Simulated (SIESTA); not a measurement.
Crystal: La2O3.

```xyz
5
Lattice="3.9308 0.0000 0.0000 -1.9654 3.4042 0.0000 0.0000 0.0000 6.1120" Properties=species:S:1:pos:R:3 pbc="T T T"
La    0.0000    2.2694    1.5050
La    1.9654    1.1347    4.6070
O     0.0000    0.0000    0.0000
O     0.0000    2.2694    3.9477
O     1.9654    1.1347    2.1643
```

The cell is a database's computed one.

Base run:

```yaml
Program: SIESTA 5.4.2
Functional: PBE
Potentials_or_basis: PseudoDojo 0.4 standard (PBE files)
Basis: DZP (energy shift 0.003 Ry; two zetas on semicore shells)
Grid_cutoff: 800 Ry
Energy_shift: 0.003 Ry
k_mesh: 8 × 8 × 5
Occupations: fermi-dirac, width 0.05 eV
Spin: no spin polarisation
```

Its results: band gap on the k mesh 3.81 eV, indirect (least direct gap 4.02 eV); pressure 8.7 GPa; largest force 0.381 eV/Å.

**Question.** After a change of settings the same cell gave: band gap on the k mesh 3.20 eV, indirect (least direct gap 3.57 eV); pressure 10.9 GPa; largest force 0.320 eV/Å. Which change was it?
A. functional from PBE to PBEsol; potentials or basis from PseudoDojo 0.4 standard (PBE files) to PseudoDojo 0.4 standard (PBEsol files)
B. functional from PBE to LDA; potentials or basis from PseudoDojo 0.4 standard (PBE files) to PseudoDojo 0.4 standard (PBE and LDA files)
C. basis from DZP (energy shift 0.003 Ry; two zetas on semicore shells) to SZP (energy shift 0.003 Ry; radii capped at 9.5 bohr); k mesh from 8 × 8 × 5 to 6 × 6 × 4
D. functional from PBE to vdW-DF-cx

**Answer.** C.

Caveats: spin-orbit coupling is left out, which moves the levels of the heavy elements; the basis of atomic orbitals isn't converged, which shifts pressures, moduli and gaps; the mesh misses the band edges, which the band path finds closer together (some runs).

Not every run made on this cell is shown here.
